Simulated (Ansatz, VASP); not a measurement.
## Ga: VASP beside Ansatz

File INCAR:

```
PREC     = Accurate       # precision mode
ENCUT    = 520            # plane-wave cutoff, eV
EDIFF    = 1E-7           # SCF threshold, eV
ISMEAR   = -1             # smearing method
SIGMA    = 0.1            # smearing width, eV
LREAL    = F              # projectors in reciprocal space
LASPH    = T              # aspherical terms in the spheres
NELM     = 60             # most SCF steps
ALGO     = Normal         # electronic algorithm
ISIF     = 2              # what is computed and relaxed
LWAVE    = F              # write WAVECAR
LCHARG   = F              # write CHGCAR
GGA      = CA             # functional
NBANDS   = 20             # bands
```

KPOINTS

```
Automatic mesh
0
Gamma
  11 11 11
```

The input POSCAR:

```
Ga
1.0
    0.0000000000      2.9127162898      2.9127162898
    2.9127162898      0.0000000000      2.9127162898
    2.9127162898      2.9127162898      0.0000000000
Ga
2
Direct
    0.1250000000      0.1250000000      0.1250000000
    0.8750000000      0.8750000000      0.8750000000
```

Input for Ansatz:

```yaml
crystal:
  lattice:
    - [0.0, 2.9127162898, 2.9127162898]
    - [2.9127162898, 0.0, 2.9127162898]
    - [2.9127162898, 2.9127162898, 0.0]
  atoms:
    - { symbol: Ga, position: [0.125, 0.125, 0.125] }
    - { symbol: Ga, position: [0.875, 0.875, 0.875] }
hamiltonian:
  xc: lda
  pseudopotentials:
    kind: paw
    azcp:
      Ga: "pseudopotentials/Ga.paw.azcp"
basis:
  ecutwfc: 420
  fft_grid_basis: typed
kpoints:
  mp_grid: { grid: [11, 11, 11], shift: [0, 0, 0] }
magnetization:
  spin_polarized: false
scf:
  occupations: { method: fermi_dirac, width: 0.1 }
  lower_state_search: "off"
output:
  stress: true
```

Alike in both runs: task single point; functional LDA; k mesh 11 × 11 × 11; occupations fermi-dirac, width 0.1 eV; no spin polarisation.

```csv
,VASP,Ansatz
version,VASP 6.6.1,Ansatz 0.2.0
potentials or method,"VASP PAW LDA potentials, release 64 (Ga_d)","plane waves (420 eV) with PAW, scalar-relativistic"
plane-wave cutoff (eV),520,420
valence electrons in the cell,26,26
```

Ansatz gave:

```
pressure (GPa) : -3.1
```

Q: What did VASP give for the same quantities?

A: Pressure (GPa): -3.0.

Ansatz warned: «pseudo_functional_mismatch».
